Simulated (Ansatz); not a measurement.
SnS2, CdI2 type, relaxed with r2SCAN+rVV10, was run in the plane-wave code Ansatz under altered settings. All numbers are computed, without spin polarisation but where a row says otherwise.

```
CELL_PARAMETERS angstrom
3.66075 0.00000 0.00000
-1.83038 3.17031 0.00000
0.00000 0.00000 5.96178
ATOMIC_POSITIONS crystal
Sn 0.00000 0.00000 0.00000
S 0.33333 0.66667 0.24559
S 0.66667 0.33333 0.75441
```

The base run's other keys:
```yaml
kpoints:
  mp_grid: { grid: [6, 6, 2] }
hamiltonian:
  xc: hse06
scf:
  occupations: { method: fixed }
  n_extra_bands: 4
```

It takes 14 iterations with 1327 plane waves at 420 eV and 14 k points, and leaves a mean stress of -0.11 GPa. The gap over this mesh is 2.419 eV.

Outcomes, with energy and stress as changes against the base:
```tsv
setting	outcome	ΔF (meV/atom)	Δ mean stress (GPa)	gap on the mesh (eV)	iterations
PBE hybrid, exx coeff 0.75, omega 0.5 1/Å	converged	–	-3.1	2.876	21
PBE hybrid, exx coeff 0.3, omega 0.5 1/Å	converged	–	+0.6	2.026	14
PBE hybrid, exx coeff 0.4, omega 0.3 1/Å	converged	–	-1.4	2.666	17
basis.ecutwfc: 600	converged	-1.5	0.0	2.419	14
scf.mixing.preconditioner: kerker	converged	0.0	0.0	2.419	15
```
A dash marks a value that wasn't obtained or can't be compared. Stress is positive in compression. The base's mesh is coarse for a hybrid, so its own values aren't converged.

- PBE hybrid, exx coeff 0.75, omega 0.5 1/Å. That is 75 % exact exchange, screened with ω = 0.5 1/Å, against HSE06's 25 % screened at 0.208 1/Å. The mean stress moves by -3.1 GPa and the gap on the mesh by +0.458 eV (to 2.876). Totals of different functionals aren't comparable.
- PBE hybrid, exx coeff 0.3, omega 0.5 1/Å. That is 30 % exact exchange, screened with ω = 0.5 1/Å, against HSE06's 25 % screened at 0.208 1/Å. The mean stress moves by +0.6 GPa and the gap on the mesh by -0.392 eV (to 2.026). Totals of different functionals aren't comparable.
- PBE hybrid, exx coeff 0.4, omega 0.3 1/Å. That is 40 % exact exchange, screened with ω = 0.3 1/Å, against HSE06's 25 % screened at 0.208 1/Å. The mean stress moves by -1.4 GPa and the gap on the mesh by +0.247 eV (to 2.666). Totals of different functionals aren't comparable.
- basis.ecutwfc: 600. 2297 plane waves in place of 1327. The free energy moves by -1.5 meV an atom, the mean stress by 0.0 GPa and the gap on the mesh by +0.001 eV (to 2.419). The base cutoff was converged to that degree.

Within 1 meV an atom, 0.1 GPa and 0.005 eV of the base stay: scf.mixing.preconditioner: kerker.

No spin-orbit coupling is included; it can move band edges with weight on the heavy atoms by tenths of an eV.

The stress of a hybrid is loosely converged in these runs.

The meshes of the hybrids are coarse, so their gaps aren't converged to the digits shown.
